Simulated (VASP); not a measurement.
# MgO: convergence, Born charge from the Berry-phase polarisation

MgO, Fm-3m (no. 225), 2 atoms in the cell. LDA, Born charge from Berry-phase polarisation; PAW potentials Mg, O (LDA set). VASP 6.6.1.

Wanted: Born charge by displacement within 0.02 e.

Geometry: relaxed with this functional; Atom moved (from 0): 1.

The series start from k mesh: 8x8x8; Displacement (Å): 0.02; Plane-wave cutoff (eV): 520; SCF threshold (eV): 1e-7; Precision mode: Accurate. Each series keeps the choices made before it, and each single choice may use up half of a tolerance. Times cover all steps of a run.

## k mesh

| k mesh | Born charge by displacement (e) | Time (s) |
|---|---|---|
| 4x4x4 | -1.950 | 49 |
| 6x6x6 | -1.949 | 54 |
| 8x8x8 | -1.948 | 59 |
| 10x10x10 | -1.948 | 76 |
| 12x12x12 | -1.948 | 82 |
| 16x16x16 (reference) | -1.948 | 126 |

Chosen: 4x4x4, the loosest value from which every tighter one stays within half of the tolerance.

## Displacement (Å)

| Displacement (Å) | Born charge by displacement (e) | Time (s) |
|---|---|---|
| 0.02 | -1.950 | 49 |
| 0.005 | -1.950 | 48 |
| 0.05 | -1.950 | 48 |
| 0.15 | -1.944 | 47 |

Chosen: 0.02; no other choice that stays within half of the tolerance saves 30 % of the time.

## Plane-wave cutoff (eV)

| Plane-wave cutoff (eV) | Born charge by displacement (e) | Time (s) |
|---|---|---|
| 320 | -1.951 | 34 |
| 400 | -1.951 | 48 |
| 460 | -1.950 | 56 |
| 520 | -1.950 | 49 |
| 640 (reference) | -1.951 | 54 |

Chosen: 320.

## SCF threshold (eV)

| SCF threshold (eV) | Born charge by displacement (e) | Time (s) |
|---|---|---|
| 0.001 | -1.950 | 33 |
| 0.0001 | -1.950 | 33 |
| 1e-5 | -1.952 | 33 |
| 1e-7 (reference) | -1.951 | 34 |

Chosen: 0.001.

## Precision mode

| Precision mode | Born charge by displacement (e) | Time (s) |
|---|---|---|
| Accurate | -1.950 | 33 |
| Normal | -1.950 | 32 |
| Single | -1.950 | 32 |

Chosen: Accurate.

## All choices together

| Input | Born charge by displacement (e) | Time (s) |
|---|---|---|
| program defaults, KSPACING-like mesh of 0.5 per A (naive) | no result | 46 |
| chosen settings | -1.950 | 33 |
| reference settings throughout | -1.948 | 166 |

The tolerance is met.

## The input

INCAR.step1:
```
PREC = Accurate
ENCUT = 320
EDIFF = 1E-8
ISMEAR = 0
SIGMA = 0.02
LREAL = F
LASPH = T
ALGO = Normal
NELM = 120
LWAVE = F
LCHARG = F
GGA = CA
LEPSILON = T
KPAR = 2
```

INCAR.step2, as INCAR.step1 but for:
```
- EDIFF = 1E-8
- LEPSILON = T
- KPAR = 2
+ EDIFF = 0.001
+ LCALCPOL = T
+ DIPOL = 0.127 0.213 0.319
+ KPAR = 1
```

KPOINTS.step1:
```
k-points
0
Gamma
  14 14 14
```

KPOINTS.step2:
```
Automatic mesh
0
Gamma
  4 4 4
  0 0 0
```

POSCAR.step1:
```
MgO
1.0
    0.0000000000      2.0719143839      2.0719143839
    2.0719143839      0.0000000000      2.0719143839
    2.0719143839      2.0719143839      0.0000000000
Mg O
1 1
Direct
    0.0000000000      0.0000000000      0.0000000000
    0.5000000000      0.5000000000      0.5000000000
```

POSCAR.step2:
```
MgO
 1.0000000000000000
    -0.0000000000000000    2.0719143839284091    2.0719143839284091
     2.0719143839284091   -0.0000000000000000    2.0719143839284091
     2.0719143839284091    2.0719143839284091   -0.0000000000000000
 Mg  O
   1   1
Direct
  0.0000000000000000  0.0000000000000000 -0.0000000000000000
  0.4951735457422523  0.4951735457422523  0.5048264542577477
```

POSCAR.step3:
```
MgO
 1.0000000000000000
    -0.0000000000000000    2.0719143839284091    2.0719143839284091
     2.0719143839284091   -0.0000000000000000    2.0719143839284091
     2.0719143839284091    2.0719143839284091   -0.0000000000000000
 Mg  O
   1   1
Direct
  0.0000000000000000  0.0000000000000000 -0.0000000000000000
  0.5048264542577477  0.5048264542577477  0.4951735457422523
```

Commands (each step's output is kept before the next begins):
```
cat potpaw_LDA.64/Mg/POTCAR potpaw_LDA.64/O/POTCAR > POTCAR
cp INCAR.step1 INCAR
cp KPOINTS.step1 KPOINTS
cp POSCAR.step1 POSCAR
mpirun -np 2 vasp_std > vasp.out
rm WAVECAR CHG
cp INCAR.step2 INCAR
cp KPOINTS.step2 KPOINTS
cp POSCAR.step2 POSCAR
mpirun -np 2 vasp_std > vasp.out
rm WAVECAR CHG
cp POSCAR.step3 POSCAR
mpirun -np 2 vasp_std > vasp.out
```

The chosen input took VASP 6.6.1 33 s on 2 cores (Intel Xeon Platinum 8488C (Sapphire Rapids)), a shared host.

## An input that fails: a move so small that VASP's symmetry search (SYMPREC) takes the cell for the unmoved one

It runs to its end, but against the unchanged starting input it is off by 7.449 e in the Born charge by displacement.

Displacement (Å): 0.02 becomes 2e-5.

Changes against the starting input:
```
(POSCAR.step2)
-  0.4951735457422523  0.4951735457422523  0.5048264542577477
+  0.4999951735457422  0.4999951735457422  0.5000048264542578
(POSCAR.step3)
-  0.5048264542577477  0.5048264542577477  0.4951735457422523
+  0.5000048264542578  0.5000048264542578  0.4999951735457422
```
